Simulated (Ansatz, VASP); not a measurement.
One calculation of Ru, two programs

```
CELL_PARAMETERS angstrom
-1.57294 1.57294 1.57294
1.57294 -1.57294 1.57294
1.57294 1.57294 -1.57294
ATOMIC_POSITIONS crystal
Ru 0.00000 0.00000 0.00000
```

Alike in both runs: task single point; functional revPBE; k mesh 16 × 16 × 16; occupations fermi-dirac, width 0.1 eV; no spin polarisation.

|  | VASP | Ansatz |
| --- | --- | --- |
| version | VASP 6.6.1 | Ansatz 0.2.0 |
| potentials or method | VASP PAW PBE potentials, release 64 (Ru_pv) | plane waves (420 eV) with PAW, scalar-relativistic |
| plane-wave cutoff (eV) | 520 | 420 |
| valence electrons in the cell | 14 | 16 |

```tsv
	VASP	Ansatz	Ansatz less VASP
pressure (GPa)	-16.9	-16.8	+0.09
```

The two sets of potentials don't hold the same shells in valence.

Caveats: so large a pressure means that the cell lies far from this level's equilibrium, or that cutoff or potentials fall short (VASP); the potentials were made for another functional, which shifts forces and pressure (VASP).
